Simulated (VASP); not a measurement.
Write the native input for VASP 6.6.1 that does the following.

* Task: band structure
* Functional: HSE06
* Potentials or basis: VASP PAW PBE potentials, release 64 (N, B)
* Cutoff: 520 eV
* k mesh: 8 × 8 × 4
* Occupations: gaussian, width 0.02 eV
* Spin: no spin polarisation
* Ladder: free
* Grid for exact exchange (PRECFOCK): Fast
* Screening parameter: 0.2 1/A
* Further INCAR settings: ALGO = Normal; EDIFF = 1e-06; NBANDS = 16

BN:

```xyz
4
Lattice="2.5539 0.0000 0.0000 -1.2770 2.2118 0.0000 0.0000 0.0000 4.2269" Properties=species:S:1:pos:R:3 pbc="T T T"
N     0.0000    1.4745    0.5295
N     1.2770    0.7373    2.6430
B     0.0000    1.4745    2.1123
B     1.2770    0.7373    4.2257
```

Measurements of this composition are mostly on another form, of space group No. 194.

One way to write it, as run:

POSCAR

```
BN
1.0
    2.5539396017      0.0000000000      0.0000000000
   -1.2769698009      2.2117765748      0.0000000000
    0.0000000000      0.0000000000      4.2268550000
N B
2 2
Direct
    0.3333333333      0.6666666667      0.1252760000
    0.6666666667      0.3333333333      0.6252760000
    0.3333333333      0.6666666667      0.4997240000
    0.6666666667      0.3333333333      0.9997240000
```

INCAR.step1

```
ALGO = Normal ; EDIFF = 1E-5
ENCUT = 520 ; GGA = PE
ISIF = 2 ; ISMEAR = 0
KPAR = 4 ; LASPH = True
LCHARG = False ; LREAL = False
LWAVE = True ; NBANDS = 16
NELM = 60 ; PREC = Accurate
SIGMA = 0.02
```

INCAR.step2

```
ALGO = Normal ; EDIFF = 1E-6
ENCUT = 520 ; GGA = PE
HFSCREEN = 0.2 ; ISIF = 2
ISMEAR = 0 ; ISTART = 1
KPAR = 4 ; LASPH = True
LCHARG = False ; LHFCALC = True
LREAL = False ; LWAVE = False
NBANDS = 16 ; NELM = 60
PREC = Accurate ; PRECFOCK = Fast
SIGMA = 0.02
```

KPOINTS

```
k-points
0
Gamma
  8 8 4
```

KPOINTS_OPT

```
path GMKGALHA,LM,KH
10
line-mode
reciprocal
 0.0000000000  0.0000000000  0.0000000000  G
 0.5000000000  0.0000000000  0.0000000000  M

 0.5000000000  0.0000000000  0.0000000000  M
 0.3333333333  0.3333333333  0.0000000000  K

 0.3333333333  0.3333333333  0.0000000000  K
 0.0000000000  0.0000000000  0.0000000000  G

 0.0000000000  0.0000000000  0.0000000000  G
 0.0000000000  0.0000000000  0.5000000000  A

 0.0000000000  0.0000000000  0.5000000000  A
 0.5000000000  0.0000000000  0.5000000000  L

 0.5000000000  0.0000000000  0.5000000000  L
 0.3333333333  0.3333333333  0.5000000000  H

 0.3333333333  0.3333333333  0.5000000000  H
 0.0000000000  0.0000000000  0.5000000000  A

 0.5000000000  0.0000000000  0.5000000000  L
 0.5000000000  0.0000000000  0.0000000000  M

 0.3333333333  0.3333333333  0.0000000000  K
 0.3333333333  0.3333333333  0.5000000000  H
```

Potentials or basis: VASP PAW PBE potentials, release 64 (N, B).

Launch:

```sh
$ cat potpaw_PBE.64/N/POTCAR potpaw_PBE.64/B/POTCAR > POTCAR
$ cp INCAR.step1 INCAR
$ mpirun -np 4 vasp_std > vasp.out
$ cp INCAR.step2 INCAR
$ mpirun -np 4 vasp_std > vasp.out
```

It gave:

```
Pressure                : -8.7 GPa
Largest force           : 0.033 eV/Å
Band gap along the path : 6.54 eV, indirect (least direct gap 9.90 eV)
```

Caveat: the PAW data sets were made with another functional, which shifts forces and pressure a little.

Wall time 9.8 min on 4 MPI ranks on AMD EPYC 9R45 96-Core Processor (Zen 5), on a shared host, peak memory 0.25 GiB a rank.
